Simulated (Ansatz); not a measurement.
FeS2 (Marcasite): equation of state with PBEsol

The system is FeS2 (Marcasite).

```
Fe S
1.0
     4.44000    0.00000    0.00000
     0.00000    5.39000    0.00000
     0.00000    0.00000    3.37000
Fe S
2 4
Direct
  0.50000 0.50000 0.50000
  0.00000 0.00000 0.00000
  0.70300 0.12500 0.50000
  0.79700 0.62500 0.00000
  0.29700 0.87500 0.50000
  0.20300 0.37500 0.00000
```

- Program: Ansatz 0.2.0
- Task: equation of state
- Functional: PBEsol
- Potentials or basis: Ansatz PAW
- Cutoff: 420 eV
- Density cutoff: 1680 eV
- k mesh: 6 × 5 × 8
- Occupations: fermi-dirac, width 0.05 eV
- Spin: collinear spin, ferromagnetic start
- Starting moments: [3.0, 3.0, 0.0, 0.0, 0.0, 0.0] μB

The equilibrium volume is 12.97 Å³/atom and the bulk modulus at fixed shape and positions is 176 GPa. The pressure derivative of the bulk modulus is 4.7.

Energy against volume, from the lowest point:
```csv
volume (Å³/atom),energy (meV/atom)
12.635,4.81
12.904,0.00
13.173,1.50
13.442,8.61
13.710,20.70
13.979,37.21
14.248,57.65
```

All runs of the series together: 120 s on 2 threads of Arm Neoverse V1, with other jobs on the host.

Caveat: the cell was scaled at fixed shape and fractional positions, which overstates the stiffness of a crystal with free parameters, most of all of layers and chains.
